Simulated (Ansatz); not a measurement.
Cell and atoms are relaxed with the symmetry kept. Start:

```yaml
crystal:
  lattice:
    - [-2.70891, 2.70891, 5.26882]
    - [2.70891, -2.70891, 5.26882]
    - [2.70891, 2.70891, -5.26882]
  atoms:
    - { symbol: Zn, position: [0.00000, 0.00000, 0.00000] }
    - { symbol: Zn, position: [0.75000, 0.25000, 0.50000] }
    - { symbol: Si, position: [0.50000, 0.50000, 0.00000] }
    - { symbol: Si, position: [0.25000, 0.75000, 0.50000] }
    - { symbol: P, position: [0.37500, 0.39225, 0.51725] }
    - { symbol: P, position: [0.87500, 0.85775, 0.48275] }
    - { symbol: P, position: [0.60775, 0.12500, 0.98275] }
    - { symbol: P, position: [0.14225, 0.62500, 0.01725] }
```

Computed with Ansatz 0.2.0, DFT LDA, scalar-relativistic, plane waves, PAW.

Cutoff 420 eV; k points 8×8×8 on the computed 8-atom cell (Γ-centred); Gaussian smearing, width 0.02 eV; no spin polarisation.

Task: What does it relax to?

Result: The volume falls by 1.06 Å³/atom to 18.27 Å³/atom, and the energy falls by 17.8 meV/atom. Final structure:
```cif
data_structure
_symmetry_space_group_name_H-M 'P 1'
_symmetry_Int_Tables_number 1
_cell_length_a 6.4053
_cell_length_b 6.4053
_cell_length_c 6.4053
_cell_angle_alpha 131.062
_cell_angle_beta 131.062
_cell_angle_gamma 71.714
_cell_volume 146.16
loop_
_atom_site_label
_atom_site_type_symbol
_atom_site_fract_x
_atom_site_fract_y
_atom_site_fract_z
_atom_site_occupancy
Zn1 Zn 0.00000 0.00000 0.00000 1
Zn2 Zn 0.75000 0.25000 0.50000 1
Si1 Si 0.50000 0.50000 0.00000 1
Si2 Si 0.25000 0.75000 0.50000 1
P1 P 0.37500 0.38787 0.51287 1
P2 P 0.87500 0.86213 0.48713 1
P3 P 0.61213 0.12500 0.98713 1
P4 P 0.13787 0.62500 0.01287 1
```

Cost: 1 run of about 3.4 core-minutes, on Arm Neoverse V1 (shared hosts).